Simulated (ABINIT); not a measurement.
# WS2 (Tungstenite) (P6_3/mmc) in ABINIT: band structure with r2SCAN

Aim: the band structure of WS2 (Tungstenite) with r2SCAN.

All numbers are computed with ABINIT 10.8.3 (patched build); they aren't measurements. Logs are shortened: lines on timing, memory, paths and dates and some standing lists are left out, and cuts for length are marked. The log counts tension as positive stress, the text compression.

**1. Starting point**

The structure is hexagonal, space group P6_3/mmc (No. 194). Conventional cell: a = 3.180 Å, b = 3.180 Å, c = 12.500 Å, α = 90.00°, β = 90.00°, γ = 120.00°. Around W (site symmetry -6m2) lie 6 S at 2.41 Å. Around S (site symmetry 3m) lie 3 W at 2.41 Å.

**2. Band structure, r2SCAN**

File run.abi:

```
# Datasets: ground state, then fixed potential
ndtset 2

# Pseudopotentials
pp_dirpath "./"
pseudos "W.GGA_PBE-JTH.xml, S.GGA_PBE-JTH.xml"

# Structure
acell 3*1.0 Angstrom
rprim
     3.1800000000     0.0000000000     0.0000000000
    -1.5900000000     2.7539607840     0.0000000000
     0.0000000000     0.0000000000    12.5000000000
ntypat 2
znucl 74 16
natom 6
typat 1 1 2 2 2 2
xred
     0.6666666667     0.3333333333     0.7500000000
     0.3333333333     0.6666666667     0.2500000000
     0.6666666667     0.3333333333     0.3750000000
     0.3333333333     0.6666666667     0.8750000000
     0.6666666667     0.3333333333     0.1250000000
     0.3333333333     0.6666666667     0.6250000000

# Plane-wave basis
ecut 653.073270 eV
pawecutdg 46.0

# Exchange and correlation
ixc -497498
usekden 1
pawxcdev 0

# Bands and occupations
occopt 3
tsmear 0.05 eV

# SCF cycle
nstep 100

# Output
iomode 3
prtwf 0
prteig 0
prtebands 0
enunit 1
prtden1 1
prtkden1 1

# Dataset 1
kptopt1 1
ngkpt1 7 7 2
nshiftk1 1
shiftk1 0.0 0.0 0.0
nband1 32
tolvrs1 1.0e-7

# Dataset 2: bands along G-M-K-G-A-L-H-A
iscf2 -2
getden2 1
getkden2 1
nband2 38
nbdbuf2 4
tolwfr2 1.0e-11
kptopt2 -7
ndivsm2 6
prteig2 1
prtvol2 -3
kptbounds2
     0.0000000000     0.0000000000     0.0000000000
     0.5000000000     0.0000000000     0.0000000000
     0.3333333333     0.3333333333     0.0000000000
     0.0000000000     0.0000000000     0.0000000000
     0.0000000000     0.0000000000     0.5000000000
     0.5000000000     0.0000000000     0.5000000000
     0.3333333333     0.3333333333     0.5000000000
     0.0000000000     0.0000000000     0.5000000000
```

Potentials or basis: JTH PAW PBE v2.0.

Command:

```console
$ abinit run.abi > log 2>&1
```

run.abo:

```text
.Version 10.8.3 of ABINIT
 DATASET    1 : space group P6_3/m m c (#194); Bravais hP (primitive hexag.)
================================================================================
 Values of the parameters that define the memory need for DATASET  1.
     intxc =       0    ionmov =       0      iscf =      17    lmnmax =      18
     lnmax =       6     mgfft =     108  mpssoang =       3    mqgrid =    7212
     natom =       6  nloc_mem =       2    nspden =       1   nspinor =       1
    nsppol =       1      nsym =      24    n1xccc =       1    ntypat =       2
    occopt =       3   xclevel =       2
       mpw =        4185          nfft =       97200          nkpt =          16
 PAW method is used; the additional fine FFT grid is defined by:
   mgfftf=       150    nfftf =    240000
================================================================================
================================================================================

 DATASET    2 : space group P6_3/m m c (#194); Bravais hP (primitive hexag.)
================================================================================
 Values of the parameters that define the memory need for DATASET  2.
     intxc =       0    ionmov =       0      iscf =      -2    lmnmax =      18
     lnmax =       6     mgfft =     108  mpssoang =       3    mqgrid =    7212
     natom =       6  nloc_mem =       2    nspden =       1   nspinor =       1
    nsppol =       1      nsym =      24    n1xccc =       1    ntypat =       2
    occopt =       3   xclevel =       2
       mpw =        4200          nfft =       97200          nkpt =         155
 PAW method is used; the additional fine FFT grid is defined by:
   mgfftf=       150    nfftf =    240000
================================================================================
================================================================================

--------------------------------------------------------------------------------
------------- Echo of variables that govern the present computation ------------
--------------------------------------------------------------------------------
 -outvars: echo values of preprocessed input variables --------
            acell      1.8897261259E+00  1.8897261259E+00  1.8897261259E+00 Bohr
              amu      1.83850000E+02  3.20660000E+01
             ecut      2.40000000E+01 Hartree
           enunit           1
           getden1          0
           getden2          1
          getkden1          0
          getkden2          1
             iscf1         17
[... 2426 lines left out ...]
 length scales=  1.889726125908  1.889726125908  1.889726125908 bohr
              =  1.000000000000  1.000000000000  1.000000000000 angstroms
 Eigenvalues (   eV  ) for nkpt= 155  k points:
 kpt#   1, nband= 38, wtk=  1.00000, kpt=  0.0000  0.0000  0.0000 (reduced coord)
 -69.67991  -69.67989  -33.23476  -33.23473  -33.08247  -33.08247  -33.08243  -33.08243
  -9.25825   -9.06933   -7.61242   -7.24951   -0.75406    0.19961    3.18079    3.30881
   3.30881    3.32153    3.32153    4.57162    4.57162    4.61644    4.61644    5.32533
   5.89972    7.02210    9.42425    9.42425    9.43373    9.43373    9.48443    9.48443
   9.64156    9.64156   12.13854   12.35411   15.46687   15.90503
 kpt#   2, nband= 38, wtk=  1.00000, kpt=  0.0185  0.0000  0.0000 (reduced coord)
 -69.67984  -69.67983  -33.23453  -33.23451  -33.08369  -33.08367  -33.08275  -33.08272
  -9.25228   -9.06336   -7.61001   -7.24764   -0.74691    0.20675    3.16950    3.29262
   3.30575    3.31445    3.32746    4.54030    4.56174    4.60680    4.61940    5.34330
   5.90007    7.01100    9.41945    9.42874    9.43423    9.44693    9.47814    9.48016
   9.62238    9.63650   12.16795   12.38207   15.49710   15.93282
 kpt#   3, nband= 38, wtk=  1.00000, kpt=  0.0370  0.0000  0.0000 (reduced coord)
 -69.67965  -69.67964  -33.23385  -33.23382  -33.08738  -33.08736  -33.08360  -33.08357
  -9.23440   -9.04548   -7.60280   -7.24207   -0.72552    0.22806    3.13646    3.24473
   3.25909    3.33132    3.34514    4.45556    4.53254    4.57831    4.62731    5.38759
   5.90089    6.97768    9.40471    9.41669    9.45965    9.46495    9.46754    9.48469
[... 899 lines left out ...]
   6.67346    6.67346    9.40476    9.40476    9.45618    9.45618    9.52395    9.52395
   9.55838    9.55838   12.36516   12.36516   15.77272   16.24600
 kpt# 154, nband= 38, wtk=  1.00000, kpt=  0.0108  0.0108  0.5000 (reduced coord)
 -69.67984  -69.67984  -33.23452  -33.23452  -33.08370  -33.08370  -33.08274  -33.08274
  -9.16600   -9.16600   -7.42320   -7.42320   -0.32973   -0.32973    3.29890    3.29890
   3.32091    3.32091    4.04990    4.04990    4.58407    4.58407    4.61238    4.61238
   6.69284    6.69284    9.41562    9.41562    9.42947    9.42947    9.55939    9.55939
   9.56799    9.56799   12.28035   12.28035   15.69970   15.71367
 kpt# 155, nband= 38, wtk=  1.00000, kpt=  0.0000  0.0000  0.5000 (reduced coord)
 -69.67990  -69.67990  -33.23475  -33.23475  -33.08244  -33.08244  -33.08244  -33.08244
  -9.17203   -9.17203   -7.42538   -7.42538   -0.33672   -0.33672    3.31508    3.31508
   3.31508    3.31508    4.07803    4.07803    4.59399    4.59399    4.59399    4.59399
   6.69920    6.69920    9.41941    9.41941    9.41941    9.41941    9.57210    9.57210
   9.57210    9.57210   12.25159   12.25159   15.67380   15.68928

== END DATASET(S) ==============================================================
================================================================================

 -outvars: echo values of variables after computation  --------
            acell      1.8897261259E+00  1.8897261259E+00  1.8897261259E+00 Bohr
           etotal1    -8.4967300845E+01
            fcart1    -1.8669896334E-30 -2.9426860210E-28  1.7811081102E-31
                       4.2940761567E-29  4.2038371729E-29 -0.0000000000E+00
                       7.6546574967E-29  6.1764069232E-28 -1.5519267276E-03
                      -9.1482492034E-29 -8.1166394645E-28 -1.5519267276E-03
                       8.7748512767E-29  5.3356394886E-28  1.5519267276E-03
                      -1.1388636763E-28 -8.7310464360E-29  1.5519267276E-03
            rprim      3.1800000000E+00  0.0000000000E+00  0.0000000000E+00
                      -1.5900000000E+00  2.7539607840E+00  0.0000000000E+00
                       0.0000000000E+00  0.0000000000E+00  1.2500000000E+01
           strten1    -1.9934350043E-05 -1.9934349788E-05 -2.7735298617E-05
                       0.0000000000E+00  0.0000000000E+00  0.0000000000E+00
           xangst      1.5900000000E+00  9.1798692800E-01  9.3750000000E+00
                      -9.8556889734E-17  1.8359738560E+00  3.1250000000E+00
                       1.5900000000E+00  9.1798692800E-01  4.6875000000E+00
                      -9.8556889734E-17  1.8359738560E+00  1.0937500000E+01
                       1.5900000000E+00  9.1798692800E-01  1.5625000000E+00
                      -9.8556889734E-17  1.8359738560E+00  7.8125000000E+00
             xred      6.6666666667E-01  3.3333333333E-01  7.5000000000E-01
                       3.3333333333E-01  6.6666666667E-01  2.5000000000E-01
                       6.6666666667E-01  3.3333333333E-01  3.7500000000E-01
                       3.3333333333E-01  6.6666666667E-01  8.7500000000E-01
                       6.6666666667E-01  3.3333333333E-01  1.2500000000E-01
                       3.3333333333E-01  6.6666666667E-01  6.2500000000E-01
 Calculation completed.
```

Run time: 25 min. Hardware: 1 thread of Intel Xeon 6975P-C (Granite Rapids), shared host; peak memory 0.59 GiB.

Results:

| Property | Result |
| --- | --- |
| Free energy | -2312.0780 eV |
| Pressure | 0.7 GPa |
| Largest force | 0.080 eV/Å |
| Band gap on the k mesh | 1.24 eV, indirect (least direct gap 2.40 eV) |
| Band gap along the path | 1.15 eV, indirect (least direct gap 1.87 eV) |
| Valence electrons inside the program's atomic spheres | W 11.72; S 3.62 |

Forces in eV/Å, atoms in the order of the input:
```
W    0.000  0.000  0.000
W    0.000  0.000  0.000
S    0.000  0.000 -0.080
S    0.000  0.000 -0.080
S    0.000  0.000  0.080
S    0.000  0.000  0.080
```

Levels at the corners of the path, in eV from the valence-band top:
```tsv
point	band 22	band 23	band 24	band 25	band 26	band 27	band 28	band 29	band 30	band 31
Γ	-2.41	-2.41	-1.70	-1.12	0.00	2.40	2.40	2.41	2.41	2.46
M	-2.87	-2.17	-2.00	-1.75	-1.58	2.31	2.35	2.67	2.89	3.42
K	-4.23	-3.08	-3.08	-0.78	-0.61	1.26	1.26	2.33	3.43	3.51
Γ	-2.41	-2.41	-1.70	-1.12	0.00	2.40	2.40	2.41	2.41	2.46
A	-2.43	-2.43	-2.43	-0.32	-0.32	2.40	2.40	2.40	2.40	2.55
L	-2.97	-2.09	-2.09	-1.66	-1.66	2.33	2.33	2.80	2.80	3.71
H	-3.97	-3.21	-3.21	-0.71	-0.71	1.26	1.26	2.80	2.80	3.58
A	-2.43	-2.43	-2.43	-0.32	-0.32	2.40	2.40	2.40	2.40	2.55
```

Caveat: totals of a meta-GGA on PAW files have another zero than those of a GGA; the PAW data sets were made with another functional, which shifts forces and pressure a little; spin-orbit coupling is left out, which moves the levels of the heavy elements; the mesh misses the band edges, which the band path finds closer together.
